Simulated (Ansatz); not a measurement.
Data:

Starting cell, GeO₂ (rutile):

```xyz
6
Lattice="4.4875 0.0000 0.0000 0.0000 4.4875 0.0000 0.0000 0.0000 2.9050" Properties=species:S:1:pos:R:3 pbc="T T T"
Ge     0.0000     0.0000     0.0000
Ge     2.2438     2.2438     1.4525
O      1.3783     1.3783     0.0000
O      3.6221     0.8654     1.4525
O      0.8654     3.6221     1.4525
O      3.1092     3.1092     0.0000
```

In this cell atom 4 (O, nearest neighbour Ge at 1.899 Å; its periodic images, 2.9 Å or more away, move with it) is moved by s towards the nearest neighbour, unit vector (0.456, -0.456, -0.765); all other atoms and the cell stay fixed.

Computed with PBE (plane waves to 420 eV, PAW, scalar-relativistic; Ansatz, a first-principles code). k mesh 6×6×9 (Γ-centred), Fermi-Dirac smearing 0.05 eV. Energies are smeared free energies. GeO2 was relaxed with its symmetry unable to fall. ΔE is measured from the undisplaced structure.

The scan covers s from -0.380 to 0.380 Å in 11 points.

**Question.** Is the energy the same for displacements of ±0.380 Å, and if not, which side lies higher?

**Answer.** Not even: the positive side lies higher at ±0.380 Å. With its periodic images moving along, the atom's site symmetry in this cell is mm2.

**Question.** What is the energy change at s = 0.380 Å?

**Answer.** 2169 meV/cell.

**Question.** What force acts on the atom along the line at s = -0.380 Å?

**Answer.** 5.05 eV/Å.

**Question.** What is the force constant k = d²E/ds² of this move at s = 0?

**Answer.** 18.0 eV/Å².

(A displaced cell: forces are minus the slopes of the energy, force constants its curvatures, and phonons follow from these.)
